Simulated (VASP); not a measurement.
Input of a VASP 6.6.1 run:

File POSCAR:

```
KMgF3
1.0
    3.9859000000      0.0000000000      0.0000000000
    0.0000000000      3.9859000000      0.0000000000
    0.0000000000      0.0000000000      3.9859000000
K Mg F
1 1 3
Direct
    0.5000000000      0.5000000000      0.5000000000
    0.0000000000      0.0000000000      0.0000000000
    0.0000000000      0.0000000000      0.5000000000
    0.0000000000      0.5000000000      0.0000000000
    0.5000000000      0.0000000000      0.0000000000
```

The input INCAR.step1:

```
  PREC = Accurate
  ENCUT = 520
  EDIFF = 1E-5
  ISMEAR = 0
  SIGMA = 0.02
  LREAL = F
  LASPH = T
  NELM = 60
  ALGO = Normal
  ISIF = 2
  LWAVE = T
  LCHARG = F
  NBANDS = 24
  GGA = PE
  KPAR = 4
```

INCAR.step2

```
  PREC = Accurate
  ENCUT = 520
  EDIFF = 1E-6
  ISMEAR = 0
  SIGMA = 0.02
  LREAL = F
  LASPH = T
  NELM = 60
  ALGO = Normal
  ISIF = 2
  LWAVE = F
  LCHARG = F
  GGA = PE
  LHFCALC = T
  AEXX = 0.25
  PRECFOCK = Fast
  NBANDS = 24
  ISTART = 1
  HFRCUT = -1
  KPAR = 4
```

KPOINTS

```
regular mesh
0
Gamma
  4 4 4
```

KPOINTS_OPT

```
path GXMGRX,MR
10
line-mode
reciprocal
 0.0000000000  0.0000000000  0.0000000000  G
 0.0000000000  0.5000000000  0.0000000000  X

 0.0000000000  0.5000000000  0.0000000000  X
 0.5000000000  0.5000000000  0.0000000000  M

 0.5000000000  0.5000000000  0.0000000000  M
 0.0000000000  0.0000000000  0.0000000000  G

 0.0000000000  0.0000000000  0.0000000000  G
 0.5000000000  0.5000000000  0.5000000000  R

 0.5000000000  0.5000000000  0.5000000000  R
 0.0000000000  0.5000000000  0.0000000000  X

 0.5000000000  0.5000000000  0.0000000000  M
 0.5000000000  0.5000000000  0.5000000000  R
```

Potentials or basis: VASP PAW PBE potentials, release 64 (K_sv, Mg, F).

Command:

```console
$ cat potpaw_PBE.64/K_sv/POTCAR potpaw_PBE.64/Mg/POTCAR potpaw_PBE.64/F/POTCAR > POTCAR
$ cp INCAR.step1 INCAR
$ mpirun -np 4 vasp_std > vasp.out
$ cp INCAR.step2 INCAR
$ mpirun -np 4 vasp_std > vasp.out
```

(1) Estimate the band gap on the k mesh.

(2) Estimate the pressure.

Results:

(1) 10.30 eV, indirect (least direct gap 10.60 eV).

(2) 0.8 GPa.

Caveat: the PAW data sets were made with another functional, which shifts forces and pressure a little.
